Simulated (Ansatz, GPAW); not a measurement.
Given: the input of a run of Ansatz 0.2.0 on Ru (Ruthenium). 

Contents of input.yaml:

```yaml
crystal:
  lattice:
    - [2.7058, 0.0, 0.0]
    - [-1.3529, 2.3432915376, 0.0]
    - [0.0, 0.0, 4.2819]
  atoms:
    - { symbol: Ru, position: [0.6666666667, 0.3333333333, 0.75] }
    - { symbol: Ru, position: [0.3333333333, 0.6666666667, 0.25] }
kpoints:
  mp_grid: { grid: [11, 11, 6] }
scf:
  occupations: { method: gaussian, width: 0.02 }
hamiltonian:
  xc: pbe
  pseudopotentials: { kind: all_electron, lapw: { basis_error: 0.001 } }
output:
  forces: true
  stress: true
  eigenvalues: true
```

Potentials or basis: all-electron LAPW, scalar-relativistic.

Command:

```bash
$ ansatz run input.yaml --threads 1 --pin off --max-ram 3072MiB --backend cpu --events-out ev --progress --plain --runs-dir out
```

Translate it to GPAW 26.7.0 (ASE script). Potentials or basis there: GPAW PAW data sets (gpaw-data 1.2.1), cutoff 600 eV.

As run (cutoffs and basis follow the program's own potentials, and thresholds, step limits or extra output files can differ):

run.py

```python
from ase.dft.bandgap import bandgap
from ase.io import read, write
from ase.units import GPa
from gpaw import GPAW, PW

atoms = read('POSCAR')

calc = GPAW(mode=PW(600),
            xc='PBE',
            kpts={'size': (11, 11, 6), 'gamma': True},
            occupations={'name': 'methfessel-paxton', 'order': 0, 'width': 0.02},
            nbands=29,
            convergence={'density': 1e-05, 'energy': 1e-05},
            maxiter=150,
            txt='gpaw.txt')
atoms.calc = calc
energy = atoms.get_potential_energy()
forces = atoms.get_forces()
stress = atoms.get_stress()
calc.write('gs.gpw')
write('result.traj', atoms)
print(f'Energy: {energy:.6f} eV')
print('Forces (eV/A):')
print(forces.round(4))
print('Stress (GPa):', (stress / GPa).round(3))
print('Fermi level:', round(calc.get_fermi_level(), 4), 'eV')
print(f'Gap: {bandgap(calc)[0]:.4f} eV, direct: {bandgap(calc, direct=True)[0]:.4f} eV')
```

File POSCAR:

```
Ru
1.0
    2.7058000000      0.0000000000      0.0000000000
   -1.3529000000      2.3432915376      0.0000000000
    0.0000000000      0.0000000000      4.2819000000
Ru
2
Direct
    0.6666666667      0.3333333333      0.7500000000
    0.3333333333      0.6666666667      0.2500000000
```

Potentials or basis: GPAW PAW data sets (gpaw-data 1.2.1), pw.

The run is started by

```bash
$ OMP_NUM_THREADS=1 python run.py
```

Both were run:

|  | Ansatz | GPAW |
| --- | --- | --- |
| Pressure | 4.4 GPa | 3.6 GPa |

Where Ansatz's input types no cutoff or centring, it takes its own default and a Γ-centred mesh.

Pressure is positive in compression.
